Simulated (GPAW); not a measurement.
Runs of GPAW 26.7.0 on Li. It takes space group Im-3m (No. 229, cubic). Conventional cell: a = 3.509 Å, b = 3.509 Å, c = 3.509 Å, α = 90.00°, β = 90.00°, γ = 90.00°. Around Li (site symmetry m-3m) lie 8 Li at 3.04 Å. 

```tsv
task	level	potentials or basis	cell	k mesh	cutoff (eV)	smearing	band path	band points	convergence	supercell	supercell k mesh	grid spacing	gap on the mesh (eV)	pressure (GPa)	relaxed volume (Å³/atom)
band structure	PBEint	PAW data sets generated in the run's folder for this functional, pw	as given	11 × 11 × 11	800	fermi-dirac 0.05 eV	GHNGPH,PN	60	-	-	-	-	-	(a)	-
phonons	RPBE+D3(BJ)	the program's PAW data sets (release 1.2.1) made for this functional, lcao:dzp	as given	11 × 11 × 11	-	fermi-dirac 0.05 eV	GHNGPH,PN	-	density=1e-06	2 × 2 × 2	6 × 6 × 6	0.16 Å	none	-	-
band structure	LDA	PAW data sets generated in the run's folder for this functional, pw	as given	11 × 11 × 11	800	fermi-dirac 0.05 eV	GHNGPH,PN	60	-	-	-	-	-	-1.5	-
relaxation of cell and atoms	PBE+D3(BJ)	GPAW PAW data sets (gpaw-data 1.2.1), pw	relaxed	11 × 11 × 11	800	fermi-dirac 0.05 eV	-	-	density=1e-05 forces=0.0001	-	-	-	none	0.0	18.44
band structure	PBE	PAW data sets generated in the run's folder for this functional, pw	as given	11 × 11 × 11	800	fermi-dirac 0.05 eV	GHNGPH,PN	80	-	-	-	-	-	-0.8	-
single point	PBE	GPAW PAW data sets (gpaw-data 1.2.1), pw	as given	11 × 11 × 11	800	gaussian 0.027 eV	-	-	-	-	-	-	none	-0.8	-
relaxation of cell and atoms	PBEsol+D4	PAW data sets generated in the run's folder for this functional, pw	relaxed	11 × 11 × 11	800	fermi-dirac 0.05 eV	-	-	density=1e-05 forces=0.0001	-	-	-	none	0.0	20.09
single point	LDA	the program's PAW data sets (release 1.2.1) made for this functional, pw	as given	11 × 11 × 11	800	gaussian 0.05 eV	-	-	-	-	-	-	none	-1.5	-
qha	BP86+D3(BJ)	PAW data sets generated in the run's folder for this functional, pw	relaxed	8 × 8 × 8	680	fermi-dirac 0.05 eV	-	-	density=1e-06 eigenstates=1e-09	2 × 2 × 2	4 × 4 × 4	-	none	0.0	-
single point	PBE	GPAW PAW data sets (gpaw-data 1.2.1), pw	as given	11 × 11 × 11	800	gaussian 0.024 eV	-	-	-	-	-	-	none	-0.8	-
single point	PBE	GPAW PAW data sets (gpaw-data 1.2.1), pw	as given	11 × 11 × 11	800	gaussian 0.013 eV	-	-	-	-	-	-	none	-0.8	-
single point	PBE	GPAW PAW data sets (gpaw-data 1.2.1), pw	as given	11 × 11 × 11	800	gaussian 0.026 eV	-	-	-	-	-	-	none	-0.8	-
```

Alike in all rows: no spin polarisation.

Question: Estimate the missing entries.

Answer: (a) -0.5.

Caveats: pairwise dispersion overbinds metals, which lowers pressure and volume (some runs); later steps reuse the first step's grids (some runs); phonon bands are interpolated from a small supercell (some runs); the basis of atomic orbitals isn't converged, which shifts pressures, moduli and gaps (some runs); the volume moved by -15 % from the deposited cell, more than functionals usually miss (some runs); the cutoff is short for stress and forces, so pressures can be off by a GPa or more (some runs).

A k mesh can miss the band edges.

A gap of «none» marks a metal or a gap under the smearing width.

Not every run made on this cell is shown here.
